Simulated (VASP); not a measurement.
# Zr3Si (Pm-3m) in VASP: single point with PBEsol

Aim: the single point of Zr3Si with PBEsol.

Everything below comes from runs of VASP 6.6.1. Logs are shortened: lines on timing, memory, paths and dates and some standing lists are left out, and cuts for length are marked.

**1. Starting point**

It takes space group Pm-3m (No. 221, cubic). The conventional cell has a = 4.200 Å, b = 4.200 Å, c = 4.200 Å, α = 90.00°, β = 90.00°, γ = 90.00°. Around Zr (site symmetry 4/mmm) lie 8 Zr at 2.97 Å and 4 Si at 2.97 Å. Si (site symmetry m-3m) is surrounded by 12 Zr at 2.97 Å.

The cell comes from a database or a generator and needn't be the stable form of this composition.

**2. Single point, PBEsol**

The input, INCAR:

```
PREC = Accurate ; ENCUT = 520
EDIFF = 1E-7 ; ISMEAR = 0
SIGMA = 0.05 ; LREAL = False
LASPH = True ; NELM = 100
ALGO = Normal ; ISIF = 2
LWAVE = False ; LCHARG = False
GGA = PS ; NBANDS = 28
```

The input, KPOINTS:

```
Automatic mesh
0
Gamma
  8 8 8
```

The input, POSCAR:

```
Zr3Si
1.0
    4.1997481368      0.0000000000      0.0000000000
    0.0000000000      4.1997481368      0.0000000000
    0.0000000000      0.0000000000      4.1997481368
Zr Si
3 1
Direct
    0.0000000000      0.5000000000      0.5000000000
    0.5000000000      0.5000000000      0.0000000000
    0.5000000000      0.0000000000      0.5000000000
    0.0000000000      0.0000000000      0.0000000000
```

Potentials or basis: VASP PAW PBE potentials, release 64 (Zr_sv, Si).

Run with:

```bash
$ cat potpaw_PBE.64/Zr_sv/POTCAR potpaw_PBE.64/Si/POTCAR > POTCAR
$ mpirun -np 1 vasp_std > vasp.out
```

OUTCAR:

```text
PREC = Accurate
   ENCUT = 520
   EDIFF = 1E-7
   ISMEAR = 0
   LREAL = False
   LASPH = True
   NELM = 100
   ISIF = 2
   GGA = PS

 ion  position               nearest neighbor table
   1  0.000  0.500  0.500-   2 2.97   3 2.97   4 2.97   2 2.97   4 2.97   3 2.97   4 2.97   4 2.97
                             2 2.97   3 2.97   2 2.97   3 2.97
   2  0.500  0.500  0.000-   1 2.97   3 2.97   4 2.97   1 2.97   3 2.97   3 2.97   4 2.97   3 2.97
                             1 2.97   4 2.97   1 2.97   4 2.97
   3  0.500  0.000  0.500-   1 2.97   2 2.97   4 2.97   2 2.97   4 2.97   1 2.97   2 2.97   2 2.97
                             1 2.97   4 2.97   4 2.97   1 2.97
   4  0.000  0.000  0.000-   1 2.97   2 2.97   3 2.97   1 2.97   3 2.97   1 2.97   2 2.97   1 2.97
                             2 2.97   3 2.97   3 2.97   2 2.97

  LATTYP: Found a simple cubic cell.
 ALAT       =     4.1997481368

  Lattice vectors:

 A1 = (   4.1997481368,   0.0000000000,   0.0000000000)
 A2 = (   0.0000000000,   4.1997481368,   0.0000000000)
 A3 = (   0.0000000000,   0.0000000000,   4.1997481368)

Analysis of symmetry for initial positions (statically):
=====================================================================
 Subroutine PRICEL returns:
 Original cell was already a primitive cell.

 Routine SETGRP: Setting up the symmetry group for a
 simple cubic supercell.

 Subroutine GETGRP returns: Found 48 space group operations
 (whereof 48 operations were pure point group operations)
 out of a pool of 48 trial point group operations.

The static configuration has the point symmetry O_h .

Analysis of symmetry for dynamics (positions and initial velocities):
=====================================================================
 Subroutine PRICEL returns:
 Original cell was already a primitive cell.

 Routine SETGRP: Setting up the symmetry group for a
 simple cubic supercell.

 Subroutine GETGRP returns: Found 48 space group operations
 (whereof 48 operations were pure point group operations)
 out of a pool of 48 trial point group operations.

The dynamic configuration has the point symmetry O_h .

 Subroutine INISYM returns: Found 48 space group operations
 (whereof 48 operations are pure point group operations),
 and found     1 'primitive' translations

----------------------------------------------------------------------------------------

                                     Primitive cell

  volume of cell :      74.0747

  direct lattice vectors                    reciprocal lattice vectors
     4.199748137  0.000000000  0.000000000     0.238109517  0.000000000  0.000000000
     0.000000000  4.199748137  0.000000000     0.000000000  0.238109517  0.000000000
     0.000000000  0.000000000  4.199748137     0.000000000  0.000000000  0.238109517

  length of vectors
     4.199748137  4.199748137  4.199748137     0.238109517  0.238109517  0.238109517

  position of ions in fractional coordinates (direct lattice)
     0.000000000  0.500000000  0.500000000
     0.500000000  0.500000000  0.000000000
     0.500000000  0.000000000  0.500000000
     0.000000000  0.000000000  0.000000000

  ion indices of the primitive-cell ions
   primitive index   ion index
                 1           1
                 2           2
                 3           3
                 4           4

----------------------------------------------------------------------------------------

 KPOINTS: Automatic mesh

Automatic generation of k-mesh.
 Grid dimensions read from file:
 generate k-points for:    8    8    8

 Generating k-lattice:

  Cartesian coordinates                     Fractional coordinates (reciprocal lattice)
     0.029763690  0.000000000  0.000000000     0.125000000  0.000000000  0.000000000
     0.000000000  0.029763690  0.000000000     0.000000000  0.125000000  0.000000000
     0.000000000  0.000000000  0.029763690     0.000000000  0.000000000  0.125000000

  Length of vectors
     0.029763690  0.029763690  0.029763690

  Shift w.r.t. Gamma in fractional coordinates (k-lattice)
     0.000000000  0.000000000  0.000000000

 Subroutine IBZKPT returns following result:
 ===========================================

 Found     35 irreducible k-points:

 Following reciprocal coordinates:
            Coordinates               Weight
  0.000000  0.000000  0.000000      1.000000
  0.125000  0.000000  0.000000      6.000000
  0.250000  0.000000  0.000000      6.000000
  0.375000  0.000000  0.000000      6.000000
  0.500000  0.000000  0.000000      3.000000
  0.125000  0.125000  0.000000     12.000000
[... 16 lines left out ...]
  0.375000  0.375000  0.125000     24.000000
  0.500000  0.375000  0.125000     24.000000
 [... further k-points ...]
   k-points           NKPTS =     35   k-points in BZ     NKDIM =     35   number of bands    NBANDS=     28
   number of dos      NEDOS =    301   number of ions     NIONS =      4
   total plane-waves  NPLWV =  32768
   dimension x,y,z NGX =    32 NGY =   32 NGZ =   32
   dimension x,y,z NGXF=    64 NGYF=   64 NGZF=   64
   ions per type =               3   1
   NGX,Y,Z   is equivalent  to a cutoff of  12.67, 12.67, 12.67 a.u.
   NGXF,Y,Z  is equivalent  to a cutoff of  25.33, 25.33, 25.33 a.u.
 SYSTEM =  unknown system
   PREC   = accura    normal or accurate (medium, high low for compatibility)
   ISTART =      0    job   : 0-new  1-cont  2-samecut
   ICHARG =      2    charge: 1-file 2-atom 10-const
   ISPIN  =      1    spin polarized calculation?
   LNONCOLLINEAR =      F non collinear calculations
   LSORBIT =      F    spin-orbit coupling
   LASPH  =      T    aspherical Exc in radial PAW
   ENCUT  =  520.0 eV  38.22 Ry    6.18 a.u.   7.81  7.81  7.81*2*pi/ulx,y,z
   NELM   =    100;   NELMIN=  2; NELMDL= -5     # of ELM steps
   EDIFF  = 0.1E-06   stopping-criterion for ELM
   LREAL  =      F    real-space projection
   EDIFFG = 0.1E-05   stopping-criterion for IOM
   NSW    =      0    number of steps for IOM
   IBRION =     -1    ionic relax: 0-MD 1-quasi-New 2-CG
   NFREE  =      0    steps in history (QN), initial steepest desc. (CG)
   ISIF   =      2    stress and relaxation
   ISYM   =      2    0-nonsym 1-usesym 2-fastsym
   POTIM  = 0.5000    time-step for ionic-motion
   TEBEG  =    0.0;   TEEND  =   0.0 temperature during run
   PSTRESS=    0.0 pullay stress
   NELECT =      40.0000    total number of electrons
   NUPDOWN=      -1.0000    fix difference up-down
   EMIN   =  10.00;   EMAX   =-10.00  energy-range for DOS
   EFERMI =   0.00;   METHOD = LEGACY
   ISMEAR =     0;   SIGMA  =   0.05  broadening in eV -4-tet -1-fermi 0-gaus
   EFERMI_NEDOS =   21; number of points for ismear=-14 and -15
   IALGO  =     38    algorithm
   IMIX   =      4    mixing-type and parameters
     AMIX     =   0.40;   BMIX     =  1.00
     AMIX_MAG =   1.60;   BMIX_MAG =  1.00
  volume/ion in A,a.u.               =      18.52       124.97
  Fermi-wavevector in a.u.,A,eV,Ry     =   1.333127  2.519245 24.180656  1.777228
  Thomas-Fermi vector in A             =   2.462009
   LORBIT       =      0    0 simple, 1 ext, 2 COOP (PROOUT), +10 PAW based schemes
   GGA     = PS    functional components
   LHFCALC =     F    Hartree Fock is set to
   AEXX    =    0.0000 exact exchange contribution
   IVDW    =     0    specifies the selected vdW correction
   LEPSILON=     F    determine dielectric tensor
   LRPA    =     F    only Hartree local field effects (RPA)
 non-spin polarized calculation
 Gauss-broadening in eV      SIGMA  =   0.05
  energy-cutoff  :      520.00
  volume of cell :       74.07
 maximum number of plane-waves:      2012
 NGX is ok and might be reduce to    32
   NGX = 15   NGY = 15   NGZ = 15

 number of electron      39.9999999 magnetization

 Free energy of the ion-electron system (eV)
  ---------------------------------------------------
  ext. energy  EPLUGINS =         0.00000000
  ---------------------------------------------------
  free energy    TOTEN  =       -34.63047830 eV

  energy without entropy =      -34.62346666  energy(sigma->0) =      -34.62697248

 E-fermi :  10.5389     XC(G=0): -11.8020

 val. band max:       10.5357444606   @ k =   0.3750   0.1250   0.0000
 cond. band min:      10.5465704045   @ k =   0.3750   0.3750   0.0000
 fundamental gap:      0.0108259438
 Fermi energy:        10.5389195389

 k-point     1 :       0.0000    0.0000    0.0000
  band No.  band energies     occupation
      1     -37.9671      2.00000
      2     -37.6198      2.00000
      3     -37.6198      2.00000
      4     -16.5730      2.00000
      5     -16.5730      2.00000
      6     -16.5730      2.00000
[... 20 lines left out ...]
     27      15.4483      0.00000
     28      15.4483      0.00000

 k-point     2 :       0.1250    0.0000    0.0000
  band No.  band energies     occupation
      1     -37.9556      2.00000
      2     -37.6317      2.00000
      3     -37.6196      2.00000
      4     -16.5462      2.00000
      5     -16.5462      2.00000
      6     -16.5348      2.00000
[... 20 lines left out ...]
     27      15.1182      0.00000
     28      15.4638      0.00000

 k-point     3 :       0.2500    0.0000    0.0000
  band No.  band energies     occupation
      1     -37.9234      2.00000
      2     -37.6646      2.00000
      3     -37.6191      2.00000
      4     -16.4730      2.00000
      5     -16.4730      2.00000
      6     -16.4240      2.00000
[... 20 lines left out ...]
     27      15.1305      0.00000
     28      15.2551      0.00000

 k-point     4 :       0.3750    0.0000    0.0000
  band No.  band energies     occupation
      1     -37.8796      2.00000
      2     -37.7091      2.00000
      3     -37.6186      2.00000
      4     -16.3799      2.00000
      5     -16.3799      2.00000
      6     -16.2563      2.00000
[... 20 lines left out ...]
     27      14.1330      0.00000
     28      14.2290      0.00000

 k-point     5 :       0.5000    0.0000    0.0000
  band No.  band energies     occupation
      1     -37.8523      2.00000
      2     -37.7368      2.00000
      3     -37.6184      2.00000
      4     -16.3297      2.00000
      5     -16.3297      2.00000
      6     -16.1215      2.00000
[... 20 lines left out ...]
     27      13.5141      0.00000
     28      13.6160      0.00000

 k-point     6 :       0.1250    0.1250    0.0000
  band No.  band energies     occupation
      1     -37.9444      2.00000
      2     -37.6369      2.00000
      3     -37.6256      2.00000
      4     -16.5652      2.00000
      5     -16.5191      2.00000
      6     -16.4567      2.00000
[... 463 lines left out ...]
      5     -16.3183      2.00000
      6     -16.1910      2.00000
[... 20 lines left out ...]
     27      13.8532      0.00000
     28      14.3576      0.00000

 k-point    22 :       0.5000    0.2500    0.1250
  band No.  band energies     occupation
      1     -37.8114      2.00000
      2     -37.7354      2.00000
      3     -37.6585      2.00000
      4     -16.5027      2.00000
      5     -16.3897      2.00000
      6     -16.1788      2.00000
[... 20 lines left out ...]
     27      13.9189      0.00000
     28      14.3534      0.00000

 k-point    23 :       0.3750    0.3750    0.1250
  band No.  band energies     occupation
      1     -37.8024      2.00000
      2     -37.7178      2.00000
      3     -37.6843      2.00000
      4     -16.5726      2.00000
      5     -16.4259      2.00000
      6     -16.1748      2.00000
[... 20 lines left out ...]
     27      13.9738      0.00000
     28      13.9841      0.00000

 k-point    24 :       0.5000    0.3750    0.1250
  band No.  band energies     occupation
      1     -37.7761      2.00000
      2     -37.7347      2.00000
      3     -37.6933      2.00000
      4     -16.5397      2.00000
      5     -16.5035      2.00000
      6     -16.1824      2.00000
[... 20 lines left out ...]
     27      13.6009      0.00000
     28      14.2363      0.00000

 [... further k-points ...]
[... 5 lines left out ...]
  --------------------------------------------------------------------------------------
  -------------------------------------------------------------------------------------
  Total        2.4841774      2.4841774      2.4841774      0.0000000     -0.0000000      0.0000000
  in kB       53.7308168     53.7308168     53.7308168      0.0000000     -0.0000000      0.0000000
  external PRESSURE =      53.7308168 kB  Pullay stress =       0.0000000 kB

 VOLUME and BASIS-vectors are now :
 -----------------------------------------------------------------------------
  energy-cutoff  :      520.00
  volume of cell :       74.07
      direct lattice vectors                 reciprocal lattice vectors
     4.199748137  0.000000000  0.000000000     0.238109517  0.000000000  0.000000000
     0.000000000  4.199748137  0.000000000     0.000000000  0.238109517  0.000000000
     0.000000000  0.000000000  4.199748137     0.000000000  0.000000000  0.238109517

 POSITION                                       TOTAL-FORCE (eV/Angst)
 -----------------------------------------------------------------------------------
      0.00000      2.09987      2.09987         0.000000      0.000000      0.000000
      2.09987      2.09987      0.00000         0.000000      0.000000      0.000000
      2.09987      0.00000      2.09987         0.000000      0.000000      0.000000
      0.00000      0.00000      0.00000         0.000000      0.000000      0.000000
 -----------------------------------------------------------------------------------
    total drift:                                0.000000     -0.000000     -0.000000

  FREE ENERGIE OF THE ION-ELECTRON SYSTEM (eV)
  ---------------------------------------------------
  free  energy   TOTEN  =       -34.6304782955 eV

  energy  without entropy=      -34.6234666602  energy(sigma->0) =      -34.62697248
```

Wall time 67 s (1 thread of Intel Xeon Platinum 8488C (Sapphire Rapids), shared host); peak memory 0.2 GiB.

What came out:

```
Free energy            : -34.6305 eV
Pressure               : 5.4 GPa
Band gap on the k mesh : none (metal or under the smearing width)
```

Caveat: the PAW data sets were made with another functional, which shifts forces and pressure a little.
